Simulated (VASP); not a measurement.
The system is SnTe.

```
CELL_PARAMETERS angstrom
0.00000 3.15085 3.15085
3.15085 0.00000 3.15085
3.15085 3.15085 0.00000
ATOMIC_POSITIONS crystal
Te 0.50000 0.50000 0.50000
Sn 0.00000 0.00000 0.00000
```

| Quantity | Value |
| --- | --- |
| Program | VASP 6.6.1 |
| Task | relaxation of cell and atoms |
| Functional | PBE |
| Potentials or basis | VASP PAW PBE potentials, release 54 (Te, Sn_d) |
| Cutoff | 600 eV |
| k mesh | 7 × 7 × 7 |
| Occupations | fermi-dirac, width 0.05 eV |
| Spin | no spin polarisation |

At the start: pressure 2.2 GPa; volume 31.28 Å³/atom.

**Question.** Where does the relaxation end?

**Answer.** Over 3 steps the energy falls by 10.5 meV/atom and the volume is 32.86 Å³/atom (+5.0 %); space group Fm-3m (No. 225, to 0.05 Å).

The path:
```csv
step,energy change (eV),largest force (eV/Å),pressure (GPa),volume (Å³)
1,0.0000,0.0000,2.23,62.56
2,-0.0196,0.0000,-0.50,66.58
3,-0.0210,0.0000,0.00,65.72
```

Final structure:
```
Te Sn
1.0
     0.00000    3.20301    3.20301
     3.20301    0.00000    3.20301
     3.20301    3.20301    0.00000
Te Sn
1 1
Direct
  0.50000 0.50000 0.50000
  0.00000 0.00000 0.00000
```
